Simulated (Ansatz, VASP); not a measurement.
# SnO2: VASP beside Ansatz

Contents of INCAR:

```
SYSTEM = SnO2
ALGO = Normal
EDIFF = 1E-7
ENCUT = 520
GGA = PS
ISIF = 2
ISMEAR = 0
LASPH = .True.
LCHARG = .True.
LELF = .True.
LREAL = .False.
LVHAR = .True.
LWAVE = .False.
NBANDS = 35
NELM = 80
PREC = Accurate
SIGMA = 0.01
```

File KPOINTS:

```
k-points
0
Gamma
  6 4 6
  0 0 0
```

The input POSCAR:

```
SnO2
1.0
    4.7880040000      0.0000000000      0.0000000000
    0.0000000000      4.8665820000      0.0000000000
    0.0000000000      0.0000000000      3.2408980000
Sn O
2 4
Direct
    0.5000000000      0.5000000000      0.5000000000
    0.0000000000      0.0000000000      0.0000000000
    0.2918550000      0.3210420000      0.0000000000
    0.7918550000      0.1789580000      0.5000000000
    0.2081450000      0.8210420000      0.5000000000
    0.7081450000      0.6789580000      0.0000000000
```

Input for Ansatz:

```yaml
crystal:
  lattice:
    - [4.788004, 0.0, 0.0]
    - [0.0, 4.866582, 0.0]
    - [0.0, 0.0, 3.240898]
  atoms:
    - { symbol: Sn, position: [0.5, 0.5, 0.5] }
    - { symbol: Sn, position: [0.0, 0.0, 0.0] }
    - { symbol: O, position: [0.291855, 0.321042, 0.0] }
    - { symbol: O, position: [0.791855, 0.178958, 0.5] }
    - { symbol: O, position: [0.208145, 0.821042, 0.5] }
    - { symbol: O, position: [0.708145, 0.678958, 0.0] }
basis:
  ecutwfc: 470.0
kpoints:
  mp_grid:
    grid: [6, 4, 6]
hamiltonian:
  xc: pbesol
scf:
  occupations:
    method: fixed
output:
  forces: true
  stress: true
```

The cell is a database's computed one.

Alike in both runs: task single point; functional PBEsol; k mesh 6 × 4 × 6; no spin polarisation.

```csv
,VASP,Ansatz
version,VASP 6.6.1,Ansatz 0.2.0
potentials or method,"VASP PAW PBE potentials, release 64 (Sn_d, O)","plane waves, PAW"
plane-wave cutoff (eV),520,470
occupations,"gaussian, width 0.01 eV",fixed
valence electrons in the cell,52,52
```

```csv
,VASP,Ansatz,Ansatz less VASP
pressure (GPa),-5.8,-6.3,-0.56
largest component of the traceless stress (GPa),0.62,0.84,+0.215
rms of the force components (eV/Å),0.049,0.055,+0.0060
```

Atom by atom the forces differ by 0.008 eV/Å (rms over components).

Caveats: the PAW data sets were made with another functional, which shifts forces and pressure a little (VASP); spin-orbit coupling is left out, which moves the levels of the heavy elements. PBEsol gaps usually lie below the measured ones, often by a third to a half.
